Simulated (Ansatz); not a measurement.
# Ag (Silver): the cost of one run

Computed with Ansatz 0.2.0, driven from Python. Level of theory: DFT PBE, plane waves, PAW.

## Step 1: The structure

The structure is cubic, space group Fm-3m (No. 225). The conventional cell has a = 4.085 Å, b = 4.085 Å, c = 4.085 Å, α = 90.00°, β = 90.00°, γ = 90.00°. Ag (site symmetry m-3m) has 12 Ag at 2.89 Å as nearest neighbours.

The script holds or builds the structure itself.

## Step 2: The code

strain_ag.py reads:

```python
"""A biaxial strain scan of Ag."""

import ansatz
import matplotlib.pyplot as plt
import numpy as np

vectors0 = np.array([
    [0.0, 2.04275, 2.04275],
    [2.04275, 0.0, 2.04275],
    [2.04275, 2.04275, 0.0],
])
sites = [
    ("Ag", (0.0, 0.0, 0.0)),
]


def make_crystal(cell):
    crystal = ansatz.Crystal(lattice=ansatz.Lattice.of(cell))
    for symbol, position in sites:
        crystal = crystal.atom(symbol, position)
    return crystal


def main() -> None:
    # clamped ions: the fractional positions stay as typed
    values = np.linspace(-0.03, 0.03, 7)
    energies = []
    for d in values:
        strain = np.diag([d, d, 0])
        cell = vectors0 @ (np.eye(3) + strain)
        job = (
            make_crystal(cell).calculation()
            .functional("PBE")
            .basis(470, xc_grid=2)
            .accuracy("medium")
            .occupations("fermi_dirac")
            .mixing("broyden", ndim=6, beta=0.2)
            .eigensolver("davidson")
            .scf(tolerance=1e-08)
            .kpoints(15, 15, 15)
            .stress()
        )
        summary = job.run(threads=1, pin="off").report
        energies.append(summary["free_energy_ev"] / len(sites))
        s = summary["stress_gpa"]
        print(f"d = {d:+.4f}  stress xx yy zz xy (GPa, compression positive): {s[0][0]:8.3f} {s[1][1]:8.3f} {s[2][2]:8.3f} {s[0][1]:8.3f}")
    energies = np.array(energies)

    for value, e in zip(values, energies):
        print(f"strain {value:7.3f}   E - Emin = {1000 * (e - energies.min()):9.3f} meV/atom")
    plt.figure(figsize=(4.5, 3))
    plt.plot(values, 1000 * (energies - energies.min()), "o-")
    plt.xlabel("strain")
    plt.ylabel("meV/atom")
    plt.tight_layout()
    plt.savefig("strain.png", dpi=100)
    curvature = 2 * np.polyfit(values, energies, 3)[1]
    volume = abs(np.linalg.det(vectors0)) / len(sites)
    print(f"d2E/dd2 over the volume: {curvature / volume * 160.21766:.1f} GPa")


if __name__ == "__main__":
    main()
```

## Step 3: The run

Launch:

```sh
python strain_ag.py
```

Q: Estimate wall time and peak memory on 1 thread of Arm Neoverse V1, shared host.

About 28 s, with a peak of 0.42 GiB.
